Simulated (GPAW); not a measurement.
The Be K edge of atom 2 in BeS (F-43m), with 4 S at 2.10 Å (tetrahedral, site symmetry -43m), was computed in 4 ways: excited-electron core hole (neutral cell), full core hole (charged cell), half core hole and no core hole. Program and functional: GPAW, PBE, Gaussian full width 0.9 eV up to 4 eV, rising linearly to 3.5 eV at 25 eV; cells of 2 and 16 atoms (the run without a hole in the smaller).

Each run is counted from its own lowest empty level or Fermi level and scaled to a mean of 1 over its first 20 eV.

```tsv
E (eV)	run 1	run 2	run 3	run 4
-2.00	0.00	0.00	0.00	0.00
-1.25	0.00	0.00	0.00	0.00
-0.50	0.06	0.22	0.01	0.02
0.25	1.05	2.02	0.07	0.28
1.00	1.96	2.04	0.24	1.18
1.75	2.19	2.90	0.57	1.62
2.50	2.86	2.68	1.27	1.97
3.25	2.00	1.45	1.56	2.06
4.00	1.07	0.86	1.62	1.55
4.75	0.68	0.61	0.95	0.98
5.50	0.75	0.65	1.24	0.92
6.25	0.73	0.79	1.13	0.69
7.00	1.02	0.99	0.65	1.01
7.75	0.86	0.75	1.17	1.11
8.50	0.54	0.52	1.14	0.67
9.25	0.64	0.72	0.73	0.56
10.00	1.09	1.18	0.67	0.89
10.75	1.31	1.28	0.95	1.27
11.50	1.08	0.94	1.18	1.28
12.25	0.78	0.64	1.25	1.06
13.00	0.68	0.60	1.26	0.90
13.75	0.68	0.67	1.24	0.85
14.50	0.71	0.74	1.17	0.83
15.25	0.73	0.77	1.06	0.84
16.00	0.73	0.73	1.01	0.85
16.75	0.67	0.63	1.01	0.82
17.50	0.57	0.53	0.98	0.73
18.25	0.50	0.46	0.91	0.64
19.00	0.46	0.42	0.87	0.59
19.75	0.43	0.41	0.82	0.54
20.50	0.41	0.40	0.75	0.50
21.25	0.40	0.40	0.66	0.46
22.00	0.41	0.41	0.58	0.45
22.75	0.42	0.42	0.55	0.46
23.50	0.45	0.44	0.55	0.48
24.25	0.47	0.46	0.57	0.50
25.00	0.50	0.49	0.61	0.54
25.75	0.51	0.50	0.65	0.56
26.50	0.51	0.50	0.69	0.57
27.25	0.49	0.48	0.69	0.56
```

The database entry behind the starting cell differs from later determinations by our own check (0.1 to 0.3 % short, probably kX units), so it need not match the best structure at ambient conditions.

Q: Which run is which?

Run 1: excited-electron core hole (neutral cell) (area from −2 to 6 eV 9.6, main maxima 0.8 eV (2.01), 2.5 eV (2.86), 7.2 eV (1.06) and 10.7 eV (1.32)). Run 2: full core hole (charged cell) (area from −2 to 6 eV 10.2, main maxima 0.5 eV (2.39), 2.0 eV (3.04), 7.0 eV (0.99) and 10.5 eV (1.31)). Run 3: no core hole (area from −2 to 6 eV 5.8, main maxima 3.7 eV (1.74), 5.8 eV (1.38), 8.1 eV (1.26) and 13.2 eV (1.26)). Run 4: half core hole (area from −2 to 6 eV 8.0, main maxima 3.0 eV (2.14), 7.4 eV (1.20) and 11.1 eV (1.32)). With each curve scaled to its own mean, the area from −2 to 6 eV with the hole is 9.6 against 5.8, and the centre of weight from −1 to 20 eV moves by -2.6 eV: the hole pulls the absorber's empty states down.

[Banner, clock and machine lines of the logs are left out without a mark of their own.]

[Logs are printed without paths, hosts, clocks, repeated set-up lines and the standing remarks that a program may print on its own settings, such as how far it seeks lower states.]

[Hosts, paths, dates, database ids (printed as entryN), source tags and the programs' standing remarks are cut or masked in the printed files.]

[Lists of maxima count a maximum above −3 eV only where it reaches 4 % of the highest in the window and stands out from its surroundings by 2 % of it (1.5 % where it reaches 55 %); shoulders and weaker maxima are passed over, and of the rest the first, up to two pre-edge ones and the few strongest are named.]
